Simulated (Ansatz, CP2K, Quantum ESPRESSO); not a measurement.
# AlFe: programs and potentials compared

```
Fe Al
1.0
     2.91000    0.00000    0.00000
     0.00000    2.91000    0.00000
     0.00000    0.00000    2.91000
Fe Al
1 1
Cartesian
  1.5004 1.4741 1.3851
  0.0497 0.0455 -0.0318
```

Atoms were shifted at random by some hundredths of an Å from the given cell, which wasn't relaxed again for these runs.

Alike in all runs: task single point; functional PBEsol; k mesh 9 × 9 × 9; occupations fermi-dirac, width 0.05 eV; collinear spin, ferromagnetic start; no spin-orbit coupling. Pressure is positive in compression and, in plane waves, holds the error of the finite cutoff.

```tsv
program and potentials	plane-wave cutoff (eV)	notes	pressure (GPa)	net moment per atom (μB)	largest force (eV/Å)
CP2K, POTENTIAL_UZH Fe GTH-PBE-q16, Al GTH-PBE-q3; TZVP-MOLOPT-PBE-GTH basis	-	atomic basis; potentials made for PBE	-9.13	0.36	0.333
Ansatz, all-electron LAPW, scalar-relativistic	-	-	-11.13	0.33	0.317
Quantum ESPRESSO, GBRV 1.5 PBEsol	762	-	?	?	?
```

Q: Estimate from the other rows what the run with Quantum ESPRESSO, GBRV 1.5 PBEsol gave.

A: Pressure -11.09 GPa; net moment per atom 0.34 μB; largest force 0.319 eV/Å. The other rows, which needn't bracket it: pressure -11.13 to -9.13; net moment per atom 0.33 to 0.36; largest force 0.317 to 0.333.
